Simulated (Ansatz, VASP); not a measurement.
Two plane-wave programs on Ca

```
Ca
1.0
    -2.18400    2.18400    2.12800
     2.18400   -2.18400    2.12800
     2.18400    2.18400   -2.12800
Ca
1
Direct
  0.00000 0.00000 0.00000
```

Change from the starting cell: strain -0.025 along x and y, -0.050 along z, atoms carried along.

Alike in both runs: task single point; functional LDA; k mesh 16 × 16 × 16; occupations gaussian, width 0.15 eV; no spin polarisation.

```csv
,VASP,Ansatz
version,VASP 6.6.1,Ansatz 0.2.0
potentials or method,"VASP PAW LDA potentials, release 64 (Ca_sv)","scalar-relativistic, plane waves, PAW"
plane-wave cutoff (eV),520,420
valence electrons in the cell,10,10
```

```tsv
	VASP	Ansatz	Ansatz less VASP
gap on the k mesh at the Fermi level (eV)	none	none	-
pressure (GPa)	-1.2	-1.2	-0.01
```

A gap of «none» marks a metal or a gap that the smearing closes.
